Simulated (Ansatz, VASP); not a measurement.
Two plane-wave programs on CdS (Hawleyite)

```
CELL_PARAMETERS angstrom
0.00000 2.91650 2.91650
2.91650 0.00000 2.91650
2.91650 2.91650 0.00000
ATOMIC_POSITIONS crystal
Cd 0.00000 0.00000 0.00000
S 0.25000 0.25000 0.25000
```

Alike in both runs: task relaxation of cell and atoms; functional PBE; k mesh 6 × 6 × 6; no spin polarisation.

|  | VASP | Ansatz |
| --- | --- | --- |
| version | VASP 6.6.1 | Ansatz 0.2.0 |
| potentials or method | VASP PAW PBE potentials, release 64 (Cd, S) | plane waves, PAW |
| plane-wave cutoff (eV) | 600 | 470 |
| occupations | gaussian, width 0.01 eV | fixed |
| valence electrons in the cell | 18 | 26 |

VASP gave:

- gap on the k mesh at the Fermi level, each at its own relaxed structure (eV): 1.03
- relaxed volume (Å³/atom): 26.15
- relaxed cell length with the largest relative difference (Å): 4.198
- energy change over the relaxation (meV/atom): -13

Task: What did Ansatz give for the same quantities?

Result: gap on the k mesh at the Fermi level, each at its own relaxed structure (eV): 1.04; relaxed volume (Å³/atom): 26.02; relaxed cell length with the largest relative difference (Å): 4.190; energy change over the relaxation (meV/atom): -10.

The two sets of potentials don't hold the same shells in valence.

PBE usually gives volumes a little too large and moduli too small. Zero-point motion and thermal expansion aren't in these numbers.
